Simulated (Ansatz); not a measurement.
input.yaml

```yaml
crystal:
  lattice:
    - [3.0360854034, -0.030502998, -0.0113776183]
    - [-1.5444590729, 2.6218076745, -0.0064627216]
    - [-0.0113572441, -0.0140062528, 3.0427061837]
  atoms:
    - { symbol: Mg, position: [0.0, 0.0, 0.0] }
basis:
  ecutwfc: 420
kpoints:
  mp_grid: { grid: [14, 14, 12] }
hamiltonian:
  xc: pbe
scf:
  occupations: { method: gaussian, width: 0.1 }
output:
  forces: true
  stress: true
  eigenvalues: true
```

Run as
```bash
ansatz run input.yaml --threads 1 --pin off --max-ram 1331MiB --backend cpu --events-out ev --progress --plain --runs-dir out
```

The calculation used DFT PBE, scalar-relativistic, plane waves, PAW (Ansatz).

Part of what the program printed, abridged:

```
Pseudopotentials: kind: paw
Pseudopotential: Mg, paw, valence charge 10, recommended cutoff 420 eV (normal)
Functional definition: PBE
Crystal: 1 atom, lattice volume = 24.076 Å³
Basis set: ecut = 420 eV, 453 PW (Γ), exchange–correlation on 48×48×48 points (8 copies of the dense FFT grid, shifted against one another)
Bands: 9, of which v1, the nominal top of the filled ones, is band 5 counted from 1 (4 counted from 0)
Symmetry: 2 space group operations
Space group: P-1 (ITA 2), of the structure as read, at distance tolerance 2.9e-5 Å
k-points: 1180 of 2352
Initial density: superposition of atomic densities (neutral atoms: chi_scale 0, normalization atom), corrected by the library's trained network
Initial wavefunctions: pseudopotential atomic-orbital guess
Functional: x = pbe(κ = 0.804, μ = 0.21951497), c = pbe(β = 0.06672455)
SCF iter   1: F=—  HF=-1923.565190 eV  |F-HF|=—  |Δ(HF+E_count)|=         —  Δρ=1.08e-3  dr2=4.01e-4  ethr=1.77e-3  ⟨swp⟩=5.8  Hψ=75728  notcnv=0
SCF iter   2: F=—  HF=-1923.565276 eV  |F-HF|=—  |Δ(HF+E_count)|=   8.57e-5  Δρ=7.22e-4  dr2=1.84e-4  ethr=4.01e-6  ⟨swp⟩=2.5  Hψ=23207  notcnv=0
SCF iter   3: F=—  HF=-1923.565276 eV  |F-HF|=—  |Δ(HF+E_count)|=   2.28e-7  Δρ=3.10e-4  dr2=1.51e-5  ethr=1.84e-6  ⟨swp⟩=2.0  Hψ=14933  notcnv=0
SCF iter   4: F=—  HF=-1923.565265 eV  |F-HF|=—  |Δ(HF+E_count)|=   1.11e-5  Δρ=1.21e-4  dr2=2.11e-6  ethr=1.51e-7  ⟨swp⟩=2.4  Hψ=16938  notcnv=0
SCF iter   5: F=-1923.565263 eV  HF=-1923.565263 eV  |F-HF|=2.89e-8  |Δ(HF+E_count)|=   1.44e-6  Δρ=1.57e-5  dr2=2.22e-8  ethr=2.11e-8  ⟨swp⟩=2.0  Hψ=16395  notcnv=0
SCF iter   6: F=-1923.565263 eV  HF=-1923.565263 eV  |F-HF|=7.22e-10  |Δ(HF+E_count)|=   1.45e-8  Δρ=2.32e-6  dr2=6.01e-10  ethr=2.22e-10  ⟨swp⟩=2.1  Hψ=33976  notcnv=0
SCF 1 converged in 6 iterations: F = -1923.565263 eV  dr2 = 6.01e-10
SCF converged after 6 iterations
Free energy (F): -1923.565263 eV
Harris-Foulkes:  -1923.565263 eV  (|F-HF|=7.22e-10)
Internal energy: -1923.562617 eV  (E = F + TS)
E sigma→0 (E₀):  -1923.563940 eV
Entropy (-TS):   -0.002646 eV (-2.646 meV/atom)
Fermi energy:    5.273928 eV
--- Per-component energies (eV) ---
  E_band       = -361.961345
  E_kinetic    = 74.763500
  E_local      = -1655.567043  (includes V_loc(G=0)·N_el)
  E_nonlocal   = 95.958217
  E_hartree    = 593.860681
  E_xc         = -28.309948
  E_vxc        = -36.522108  (∫ρ·V_xc dr)
  E_paw        = -292.552458  (= ΣΔE_a)
  E_vpaw       = -28.316203  (= ΣTr[D̂ρ^β])
  E_aug_tail   = -0.000003  (compensation charges beyond the density's cutoff)
  E_ewald      = -711.715563
  E_smearing   = -0.002646  (= −TS)
--- Forces (eV/Å), atoms counted from 1 ---
  atom   1  Mg     0.00000000     0.00000000     0.00000000
--- Stress (GPa, compression-positive) ---
        2.120289       0.573563      -0.196815
        0.573563       2.668520      -0.239637
       -0.196815      -0.239636       1.224971
  P = ⅓ Tr σ = 2.0046 GPa (20.046 kbar)
--- Band table (eV; the first three rows and the last of 1180) ---
  k-point 0: bands = ["-70.8283", "-37.5851", "-37.5529", "-37.5512", "-1.4861", "13.1948", "13.9125", "17.7071", "18.2800"]
  k-point 1: bands = ["-70.8281", "-37.5870", "-37.5528", "-37.5510", "-1.3734", "11.3114", "15.8584", "17.8031", "18.3738"]
  k-point 2: bands = ["-70.8278", "-37.5922", "-37.5524", "-37.5507", "-1.0363", "9.2307", "17.9851", "18.1852", "18.6500"]
  k-point 1179: bands = ["-70.8225", "-37.6079", "-37.5923", "-37.5587", "6.6257", "7.5517", "8.1634", "8.1992", "17.6269"]
```

Self-consistency was reached.